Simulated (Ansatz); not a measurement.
# Hf3Si2: the cost of one run

Computed with Ansatz 0.2.0 (DFT PBEsol, scalar-relativistic, plane waves, PAW, unless a step's input says otherwise).

## Step 1: The structure to begin with

Symmetry: P4/mbm, No. 127, tetragonal system. The conventional cell has a = 6.990 Å, b = 6.990 Å, c = 3.663 Å, α = 90.00°, β = 90.00°, γ = 90.00°. Hf (site symmetry m2m) has 6 Si at 2.72 to 2.79 Å as nearest neighbours. Around Hf (site symmetry 4/m) lie 4 Si at 2.77 Å and 8 Hf at 3.17 Å. Si (site symmetry m2m) has 1 Si at 2.44 Å and 8 Hf at 2.72 to 2.79 Å as nearest neighbours.

As a file:

```
CELL_PARAMETERS angstrom
6.98985 0.00000 0.00000
0.00000 6.98985 0.00000
0.00000 0.00000 3.66328
ATOMIC_POSITIONS crystal
Hf 0.67323 0.82677 0.50000
Hf 0.82677 0.32677 0.50000
Hf 0.32677 0.17323 0.50000
Hf 0.17323 0.67323 0.50000
Hf 0.50000 0.50000 0.00000
Hf 0.00000 0.00000 0.00000
Si 0.62360 0.12360 0.00000
Si 0.87640 0.62360 0.00000
Si 0.12360 0.37640 0.00000
Si 0.37640 0.87640 0.00000
```

The structure comes from the Materials Project (structure only).

(A quick probe on a coarse mesh, which set the mesh and smearing, is not shown.)

## Step 3: Full relaxation

Contents of input.yaml:

```yaml
crystal:
  lattice:
    - [6.98985191, 0.0, 0.0]
    - [0.0, 6.98985191, 0.0]
    - [0.0, 0.0, 3.66328402]
  atoms:
    - { symbol: Hf, position: [0.67322933, 0.82677067, 0.5] }
    - { symbol: Hf, position: [0.82677067, 0.32677067, 0.5] }
    - { symbol: Hf, position: [0.32677067, 0.17322933, 0.5] }
    - { symbol: Hf, position: [0.17322933, 0.67322933, 0.5] }
    - { symbol: Hf, position: [0.5, 0.5, 0.0] }
    - { symbol: Hf, position: [0.0, 0.0, 0.0] }
    - { symbol: Si, position: [0.62360275, 0.12360275, 0.0] }
    - { symbol: Si, position: [0.87639725, 0.62360275, 0.0] }
    - { symbol: Si, position: [0.12360275, 0.37639725, 0.0] }
    - { symbol: Si, position: [0.37639725, 0.87639725, 0.0] }
basis:
  ecutwfc: 420
kpoints:
  mp_grid: { grid: [6, 6, 10] }
hamiltonian:
  xc: pbesol
scf:
  occupations: { method: gaussian, width: 0.1 }
output:
  forces: true
  stress: true
  eigenvalues: true
  write_density: true
  write_potential: true
  elf: true
  volumetric_format: npy
relax:
  adjacent_minimum: "off"
  f_tol: 0.005
  max_steps: 80
  cell: { stress_tol: 0.05 }
```

Command:

```
$ ansatz run input.yaml --threads 2 --pin off --max-ram 5120MiB --backend cpu --events-out ev --progress --plain --runs-dir out
```

**Question.** How long does this run take on 2 threads of Arm Neoverse V2, shared host, and how much memory does it need?

About 5.5 min, with a peak of 1.1 GiB.
